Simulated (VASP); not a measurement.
A run of VASP 6.6.1:

File INCAR:

```
SYSTEM = K
ALGO = Normal ; EDIFF = 1E-6
ENCUT = 400 ; ISIF = 2
ISMEAR = 0 ; ISPIN = 2
ISYM = 0 ; LASPH = .True.
LCHARG = .False. ; LORBIT = 11
LREAL = .False. ; LWAVE = .False.
MAGMOM = 0.5 ; NBANDS = 14
NELM = 100 ; NUPDOWN = 1
PREC = Accurate ; SIGMA = 0.01
```

KPOINTS

```
k-points
0
Gamma
  1 1 1
  0 0 0
```

The input POSCAR:

```
K                                       
1.0
   10.5000000000      0.0000000000      0.0000000000
    0.0000000000     11.0000000000      0.0000000000
    0.0000000000      0.0000000000     11.5000000000
  K             
     1
Selective dynamics
Direct
     0.5000000000000000    0.5045454544999970    0.5000000000000000   F   F   F
```

Potentials or basis: VASP PAW LDA potentials, release 64 (K_sv).

The run is started by

```console
$ cat potpaw_LDA.64/K_sv/POTCAR > POTCAR
$ mpirun -np 4 vasp_gam > vasp.out
```

Hardware: 4 MPI ranks on Intel(R) Xeon(R) Platinum 8488C (Sapphire Rapids), with other jobs on the host.

Task: How long does it take, and how much memory?

Result: Run time: 23 s on 4 MPI ranks on Intel(R) Xeon(R) Platinum 8488C (Sapphire Rapids) (shared host), peak memory 0.26 GiB a rank. Counts: scf iterations 22, k points 1.
